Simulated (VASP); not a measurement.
# MgI2 (P-3m1) in VASP: a series of runs

Runs on MgI2. Level: PBEsol. Tasks: single point.

Everything below comes from runs of VASP 6.6.1. Logs are shortened: lines on timing, memory, paths and dates and some standing lists are left out, and cuts for length are marked.

## 1. The structure

It takes space group P-3m1 (No. 164, trigonal). Conventional cell: a = 4.140 Å, b = 4.140 Å, c = 6.880 Å, α = 90.00°, β = 90.00°, γ = 120.00°. I (site symmetry 3m) is surrounded by 3 Mg at 2.94 Å. Mg (site symmetry -3m) is surrounded by 6 I at 2.94 Å.

## 2. Single point, PBEsol

INCAR

```
SYSTEM = MgI2
PREC = Normal
ENCUT = 450
EDIFF = 1E-4
ISMEAR = 0
SIGMA = 0.05
LREAL = Auto
LASPH = .TRUE.
NELM = 100
ALGO = Normal
ISIF = 2
LWAVE = .FALSE.
LCHARG = .FALSE.
GGA = PS
NBANDS = 15
ADDGRID = .FALSE.
```

KPOINTS

```
regular mesh
0
G
  7 7 4
  0 0 0
```

POSCAR

```
MgI2
1.0
    4.1400000000      0.0000000000      0.0000000000
   -2.0700000000      3.5853451717      0.0000000000
    0.0000000000      0.0000000000      6.8800000000
I Mg
2 1
Direct
    0.6666666667      0.3333333333      0.7500000000
    0.3333333333      0.6666666667      0.2500000000
    0.0000000000      0.0000000000      0.0000000000
```

Potentials or basis: VASP PAW PBE potentials, release 64 (I, Mg).

Command:

```sh
> cat potpaw_PBE.64/I/POTCAR potpaw_PBE.64/Mg/POTCAR > POTCAR
> mpirun -np 1 vasp_std > vasp.out
```

OUTCAR:

```text
SYSTEM = MgI2
   PREC = Normal
   ENCUT = 450
   EDIFF = 1E-4
   ISMEAR = 0
   LREAL = Auto
   LASPH = .TRUE.
   NELM = 100
   ISIF = 2
   GGA = PS

 Found     28 irreducible k-points:

 Following reciprocal coordinates:
            Coordinates               Weight
  0.000000  0.000000  0.000000      1.000000
  0.142857 -0.000000  0.000000      6.000000
  0.285714 -0.000000  0.000000      6.000000
  0.428571  0.000000  0.000000      6.000000
  0.142857  0.142857  0.000000      6.000000
  0.285714  0.142857  0.000000     12.000000
   k-points           NKPTS =     28   k-points in BZ     NKDIM =     28   number of bands    NBANDS=     15
   number of dos      NEDOS =    301   number of ions     NIONS =      3
   total plane-waves  NPLWV =  20736
   dimension x,y,z NGX =    24 NGY =   24 NGZ =   36
   dimension x,y,z NGXF=    48 NGYF=   48 NGZF=   72
   ions per type =               2   1
   NGX,Y,Z   is equivalent  to a cutoff of   9.64,  9.64,  8.70 a.u.
   NGXF,Y,Z  is equivalent  to a cutoff of  19.27, 19.27, 17.40 a.u.
 SYSTEM =  MgI2
   PREC   = normal    normal or accurate (medium, high low for compatibility)
   ISTART =      0    job   : 0-new  1-cont  2-samecut
   ICHARG =      2    charge: 1-file 2-atom 10-const
   ISPIN  =      1    spin polarized calculation?
   LNONCOLLINEAR =      F non collinear calculations
   LSORBIT =      F    spin-orbit coupling
   LASPH  =      T    aspherical Exc in radial PAW
   ENCUT  =  450.0 eV  33.07 Ry    5.75 a.u.   7.16  7.16 11.90*2*pi/ulx,y,z
   NELM   =    100;   NELMIN=  2; NELMDL= -5     # of ELM steps
   EDIFF  = 0.1E-03   stopping-criterion for ELM
   LREAL  =      T    real-space projection
   EDIFFG = 0.1E-02   stopping-criterion for IOM
   NSW    =      0    number of steps for IOM
   IBRION =     -1    ionic relax: 0-MD 1-quasi-New 2-CG
   NFREE  =      0    steps in history (QN), initial steepest desc. (CG)
   ISIF   =      2    stress and relaxation
   ISYM   =      2    0-nonsym 1-usesym 2-fastsym
   POTIM  = 0.5000    time-step for ionic-motion
   TEBEG  =    0.0;   TEEND  =   0.0 temperature during run
   PSTRESS=    0.0 pullay stress
   NELECT =      16.0000    total number of electrons
   NUPDOWN=      -1.0000    fix difference up-down
   EMIN   =  10.00;   EMAX   =-10.00  energy-range for DOS
   EFERMI =   0.00;   METHOD = LEGACY
   ISMEAR =     0;   SIGMA  =   0.05  broadening in eV -4-tet -1-fermi 0-gaus
   EFERMI_NEDOS =   21; number of points for ismear=-14 and -15
   IALGO  =     38    algorithm
   IMIX   =      4    mixing-type and parameters
     AMIX     =   0.40;   BMIX     =  1.00
     AMIX_MAG =   1.60;   BMIX_MAG =  1.00
  volume/ion in A,a.u.               =      34.04       229.72
  Fermi-wavevector in a.u.,A,eV,Ry     =   0.882555  1.667786 10.597613  0.778903
  Thomas-Fermi vector in A             =   2.003202
   LORBIT       =      0    0 simple, 1 ext, 2 COOP (PROOUT), +10 PAW based schemes
   GGA     = PS    functional components
   LHFCALC =     F    Hartree Fock is set to
   AEXX    =    0.0000 exact exchange contribution
   IVDW    =     0    specifies the selected vdW correction
   LEPSILON=     F    determine dielectric tensor
   LRPA    =     F    only Hartree local field effects (RPA)
 non-spin polarized calculation
 Gauss-broadening in eV      SIGMA  =   0.05
  energy-cutoff  :      450.00
  volume of cell :      102.12
 maximum number of plane-waves:      2237
   NGX = 15   NGY = 15   NGZ = 23

 number of electron      15.9999996 magnetization

 Free energy of the ion-electron system (eV)
  ---------------------------------------------------
  ext. energy  EPLUGINS =         0.00000000
  ---------------------------------------------------
  free energy    TOTEN  =        -8.40628204 eV

  energy without entropy =       -8.40628204  energy(sigma->0) =       -8.40628204

 E-fermi :   2.5338     XC(G=0):  -8.4217

 val. band max:        2.2603961648   @ k =   0.0000   0.0000   0.0000
 cond. band min:       5.6871089266   @ k =   0.0000   0.4286   0.2500
 fundamental gap:      3.4267127618
 Fermi energy:         2.5337540073

 k-point     1 :       0.0000    0.0000    0.0000
  band No.  band energies     occupation
      1      -9.8116      2.00000
      2      -9.1307      2.00000
      3      -1.3688      2.00000
      4       1.8909      2.00000
      5       1.8909      2.00000
      6       2.2393      2.00000
      7       2.2604      2.00000
      8       2.2604      2.00000
      9       5.7699      0.00000
     10       6.9858      0.00000
     11       9.0041      0.00000
     12       9.0041      0.00000
     13       9.5986      0.00000
     14      10.4407      0.00000
     15      10.4407      0.00000

 k-point     2 :       0.1429   -0.0000    0.0000
  band No.  band energies     occupation
      1      -9.7060      2.00000
      2      -9.0737      2.00000
      3      -1.2123      2.00000
      4       1.0966      2.00000
      5       1.5412      2.00000
      6       1.6480      2.00000
      7       2.1675      2.00000
      8       2.2166      2.00000
      9       6.5292      0.00000
     10       7.6122      0.00000
     11       8.3314      0.00000
     12       9.2630      0.00000
     13       9.5304      0.00000
     14      10.1800      0.00000
     15      10.7500      0.00000

 k-point     3 :       0.2857   -0.0000    0.0000
  band No.  band energies     occupation
      1      -9.4359      2.00000
      2      -8.9529      2.00000
      3      -0.8719      2.00000
      4      -0.1300      2.00000
      5       0.4758      2.00000
      6       1.2474      2.00000
      7       1.8937      2.00000
      8       2.0336      2.00000
      9       6.5276      0.00000
     10       7.5703      0.00000
     11       8.2253      0.00000
     12       9.3056      0.00000
     13       9.4195      0.00000
     14      10.5741      0.00000
     15      11.1186      0.00000

 k-point     4 :       0.4286    0.0000    0.0000
  band No.  band energies     occupation
      1      -9.1534      2.00000
      2      -8.8918      2.00000
      3      -1.2001      2.00000
      4      -0.4643      2.00000
      5       0.2062      2.00000
      6       0.9901      2.00000
      7       1.4143      2.00000
      8       1.8720      2.00000
      9       5.9419      0.00000
     10       7.4628      0.00000
     11       7.6202      0.00000
     12       9.0980      0.00000
     13       9.8909      0.00000
     14      11.2601      0.00000
     15      12.0549      0.00000

 k-point     5 :       0.1429    0.1429    0.0000
  band No.  band energies     occupation
      1      -9.5173      2.00000
      2      -8.9841      2.00000
      3      -0.9458      2.00000
      4       0.4306      2.00000
      5       0.4352      2.00000
      6       1.4826      2.00000
      7       1.8002      2.00000
      8       2.0270      2.00000
      9       6.9943      0.00000
     10       7.9627      0.00000
     11       8.5399      0.00000
     12       9.0975      0.00000
     13       9.2467      0.00000
     14       9.3035      0.00000
     15      11.3810      0.00000

 k-point     6 :       0.2857    0.1429    0.0000
  band No.  band energies     occupation
      1      -9.2324      2.00000
      2      -8.8933      2.00000
      3      -0.9101      2.00000
      4      -0.2785      2.00000
      5       0.1170      2.00000
      6       0.8508      2.00000
      7       1.4309      2.00000
      8       1.6585      2.00000
      9       6.4270      0.00000
     10       8.1953      0.00000
     11       8.2785      0.00000
     12       9.0268      0.00000
     13       9.6875      0.00000
     14      10.2474      0.00000
     15      11.3740      0.00000

 [... further k-points ...]

------------------------ aborting loop because EDIFF is reached ----------------------------------------

  FORCE on cell =-STRESS in cart. coord.  units (eV):
  Direction    XX          YY          ZZ          XY          YZ          ZX
  --------------------------------------------------------------------------------------
  -------------------------------------------------------------------------------------
  Total       -0.4235517     -0.4235517     -0.7065576      0.0000000      0.0000000      0.0000000
  in kB       -6.6450352     -6.6450352    -11.0850687      0.0000000      0.0000000      0.0000000
  external PRESSURE =      -8.1250464 kB  Pullay stress =       0.0000000 kB

 VOLUME and BASIS-vectors are now :
 -----------------------------------------------------------------------------
  energy-cutoff  :      450.00
  volume of cell :      102.12
      direct lattice vectors                 reciprocal lattice vectors
     4.140000000  0.000000000  0.000000000     0.241545894  0.139456587  0.000000000
    -2.070000000  3.585345172  0.000000000     0.000000000  0.278913174  0.000000000
     0.000000000  0.000000000  6.880000000     0.000000000  0.000000000  0.145348837

 POSITION                                       TOTAL-FORCE (eV/Angst)
 -----------------------------------------------------------------------------------
      2.07000      1.19512      5.16000        -0.000000     -0.000000      0.300298
     -0.00000      2.39023      1.72000         0.000000      0.000000     -0.300298
      0.00000      0.00000      0.00000         0.000000      0.000000      0.000000
 -----------------------------------------------------------------------------------
    total drift:                               -0.000000      0.000000     -0.000000

  FREE ENERGIE OF THE ION-ELECTRON SYSTEM (eV)
  ---------------------------------------------------
  free  energy   TOTEN  =        -8.4062820416 eV

  energy  without entropy=       -8.4062820416  energy(sigma->0) =       -8.40628204
```

It took 8.4 s on 1 thread of Intel Xeon Platinum 8488C (Sapphire Rapids), shared host; peak memory 0.16 GiB.

These settings aren't checked as converged: the numbers below hold their error.

Results:

```
Free energy            : -8.4063 eV
Pressure               : -0.8 GPa
Largest force          : 0.300 eV/Å
Band gap on the k mesh : 3.43 eV, indirect (least direct gap 3.51 eV)
```

Caveat: the PAW data sets were made with another functional, which shifts forces and pressure a little; spin-orbit coupling is left out, which moves the levels of the heavy elements; an odd mesh through Γ misses points on the zone boundary, where band edges often lie; the cell's inner coordinates are idealised or old, which leaves forces on the atoms; this functional lacks dispersion, which binds the layers, so the pressure and a relaxed spacing across them are unreliable.

## 3. Single point, PBEsol

INCAR

```
SYSTEM = MgI2
PREC = Accurate
ENCUT = 700
EDIFF = 1E-6
ISMEAR = 0
SIGMA = 0.05
LREAL = .FALSE.
LASPH = .TRUE.
NELM = 100
ALGO = Normal
ISIF = 2
LWAVE = .FALSE.
LCHARG = .FALSE.
GGA = PS
NBANDS = 15
ADDGRID = .FALSE.
```

KPOINTS

```
regular mesh
0
G
  6 6 3
  0 0 0
```

POSCAR is that of step 2.

Potentials or basis: VASP PAW PBE potentials, release 64 (I, Mg).

Command:

```sh
> cat potpaw_PBE.64/I/POTCAR potpaw_PBE.64/Mg/POTCAR > POTCAR
> mpirun -np 1 vasp_std > vasp.out
```

Run time: 21 s. Hardware: 1 thread of Intel Xeon Platinum 8488C (Sapphire Rapids), shared host; peak memory 0.27 GiB.

These settings aren't checked as converged: the numbers below hold their error.

What came out:

```yaml
Free_energy: -8.4023 eV
Pressure: -0.8 GPa
Largest_force: 0.301 eV/Å
Band_gap_on_the_k_mesh: 3.40 eV, indirect (least direct gap 3.51 eV)
```

Caveat: the PAW data sets were made with another functional, which shifts forces and pressure a little; spin-orbit coupling is left out, which moves the levels of the heavy elements; an odd mesh through Γ misses points on the zone boundary, where band edges often lie; the cell's inner coordinates are idealised or old, which leaves forces on the atoms; this functional lacks dispersion, which binds the layers, so the pressure and a relaxed spacing across them are unreliable.

## 4. For comparison

An earlier run on the cell as given: functional PBEsol; potentials or basis VASP PAW PBE potentials, release 64 (I, Mg); cutoff 520 eV; k mesh 8 × 8 × 4; occupations fermi-dirac, width 0.05 eV; no spin polarisation.

- Pressure: -0.8 GPa
- Largest force: 0.300 eV/Å
- Band gap on the k mesh: 3.42 eV, indirect (least direct gap 3.51 eV)
